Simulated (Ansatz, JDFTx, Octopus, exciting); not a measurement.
# P: 5 runs at one level of theory

```
P
1.0
     1.72573    0.99635    3.12968
    -1.72573    0.99635    3.12968
     0.00000   -1.99270    3.12968
P
2
Direct
  0.76363 0.77121 0.76339
  0.22196 0.22899 0.22684
```

This isn't the form of P at room conditions, which is orthorhombic.

Atoms were shifted at random by some hundredths of an Å from the given cell, which wasn't relaxed again for these runs.

Alike in all runs: task single point; functional PBEsol; k mesh 9 × 9 × 9; occupations fermi-dirac, width 0.05 eV; no spin polarisation; no spin-orbit coupling. Pressure is positive in compression and, in plane waves, holds the error of the finite cutoff, which Ansatz's Pulay term estimates and takes out.

| program and potentials | plane-wave cutoff (eV) | notes | pressure (GPa) | largest force (eV/Å) | energy over the undisturbed cell (meV/atom) |
| --- | --- | --- | --- | --- | --- |
| Ansatz, Ansatz PAW | 420 | potentials made for PBE, which Ansatz adapts in part; Pulay term of +0.04 GPa included | -3.42 | 0.163 | -1.54 |
| JDFTx, PseudoDojo-SR-PBEsol-0.4.1-standard with smoothed tails | 599 | - | -3.40 | 0.163 | -1.56 |
| Ansatz, all-electron LAPW, scalar-relativistic | - | - | -3.39 | 0.172 | - |
| Octopus, pseudodojo_pbesol (PseudoDojo 0.4, PBEsol) | - | - | - | 0.159 | -1.69 |
| exciting, all-electron LAPW+lo, shipped species files, valence relativity iora* | - | - | - | 0.151 | -1.71 |

Force on atom 1 (P), eV/Å:

```json
{"program and potentials": "Ansatz, Ansatz PAW", "x": "0.003", "y": "-0.042", "z": "0.158"}
{"program and potentials": "JDFTx, PseudoDojo-SR-PBEsol-0.4.1-standard with smoothed tails", "x": "0.003", "y": "-0.042", "z": "0.157"}
{"program and potentials": "Ansatz, all-electron LAPW, scalar-relativistic", "x": "0.003", "y": "-0.042", "z": "0.167"}
{"program and potentials": "Octopus, pseudodojo_pbesol (PseudoDojo 0.4, PBEsol)", "x": "0.003", "y": "-0.042", "z": "0.154"}
{"program and potentials": "exciting, all-electron LAPW+lo, shipped species files, valence relativity iora*", "x": "0.004", "y": "-0.042", "z": "0.145"}
```

The pressure spans -3.42 (Ansatz, Ansatz PAW) to -3.39 GPa (Ansatz, all-electron LAPW, scalar-relativistic), with all-electron results at -3.39.

Differences between rows come from potentials, basis sets and numerical settings, since the functional is the same but for its coding. Runs on potential files found faulty are left out.
